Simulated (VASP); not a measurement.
A run of VASP 6.6.1 is set up as follows.

File INCAR:

```
SYSTEM = SiNi2
ALGO = Normal
EDIFF = 1E-6
EDIFFG = -0.01
ENCUT = 600
GGA = PS
IBRION = 2
ISIF = 3
ISMEAR = -1
ISPIN = 2
IVDW = 13
LASPH = .TRUE.
LCHARG = .FALSE.
LMAXMIX = 4
LORBIT = 11
LREAL = .FALSE.
LWAVE = .FALSE.
MAGMOM = 1 1 1 1 0 0
NELM = 150
NSW = 60
PREC = Accurate
SIGMA = 0.05
```

Contents of KPOINTS:

```
k-points
0
G
  6 6 5
  0 0 0
```

POSCAR

```
SiNi2
1.0
    3.8360000000      0.0000000000      0.0000000000
   -1.9180000000      3.3220734489      0.0000000000
    0.0000000000      0.0000000000      4.9480000000
Ni Si
4 2
Direct
    0.6666666667      0.3333333333      0.7500000000
    0.3333333333      0.6666666667      0.2500000000
    0.0000000000      0.0000000000      0.5000000000
    0.0000000000      0.0000000000      0.0000000000
    0.6666666667      0.3333333333      0.2500000000
    0.3333333333      0.6666666667      0.7500000000
```

Potentials or basis: VASP PAW PBE potentials, release 64 (Ni, Si).

The run is started by

```console
$ cat potpaw_PBE.64/Ni/POTCAR potpaw_PBE.64/Si/POTCAR > POTCAR
$ mpirun -np 1 vasp_std > vasp.out
```

Problem. Predict the space group after relaxing (to 0.05 Å).

Solution. P6_3/mmc (No. 194).

Problem. Estimate the relaxed cell.

Solution. a = 3.849 Å, b = 3.849 Å, c = 4.880 Å, α = 90.00°, β = 90.00°, γ = 120.00°.

Problem. What does it give for the dispersion energy per atom?

Solution. -0.298 eV.

The path:
```
step  energy change (eV)  largest force (eV/Å)  pressure (GPa)  volume (Å³)
   1              0.0000                0.0000           -1.04        63.05
   2             -0.0127                0.0000            0.79        62.43
   3             -0.0127                0.0000            0.77        62.44
   4             -0.0126                0.0000           -0.85        62.83
   5             -0.0133                0.0000           -0.12        62.62
```

Caveat: the PAW data sets were made with another functional, which shifts forces and pressure a little; pairwise dispersion overbinds metals, which lowers pressure and volume.
